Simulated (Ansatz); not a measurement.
The system is Ge.

```xyz
2
Lattice="1.4881 -2.5947 0.0000 1.4881 2.5947 0.0000 0.0000 0.0000 4.7276" Properties=species:S:1:pos:R:3 pbc="T T T"
Ge    1.4881    0.8643    1.1819
Ge    1.4881   -0.8643    3.5457
```

This isn't the form of Ge at room conditions, which is diamond.

| Item | Value |
| --- | --- |
| Program | Ansatz 0.2.0 |
| Task | relaxation of cell and atoms |
| Functional | PBE |
| Potentials or basis | Ansatz PAW |
| Cutoff | 420 eV (not typed: the program's choice for these potentials) |
| k mesh | 10 × 10 × 6 |
| Occupations | fermi-dirac, width 0.05 eV |
| Spin | no spin polarisation |

At the start: volume 18.25 Å³/atom.

Where does the relaxation end?

It ends after 8 steps and the volume is 19.29 Å³/atom (+5.7 %); space group Cmcm (No. 63, to 0.05 Å).

The path:
```tsv
step	energy change (eV)	largest force (eV/Å)	volume (Å³)
1	0.0000	0.0008	36.51
2	-0.0225	0.0004	39.84
3	-0.0306	0.0012	38.74
4	-0.0308	0.0018	38.60
5	-0.0308	0.0018	38.58
6	-0.0308	0.0016	38.57
7	-0.0308	0.0016	38.58
8	-0.0313	0.0016	38.58
```

Final structure:
```
Ge
1.0
     1.49804   -2.63511    0.00000
     1.49804    2.63511    0.00000
     0.00000    0.00000    4.88711
Ge
2
Cartesian
  1.4980 0.8710 1.2218
  1.4980 -0.8710 3.6653
```

Caveat: the plane-wave basis is chosen anew once the cell has moved, so the energies of steps on either side of that aren't comparable.
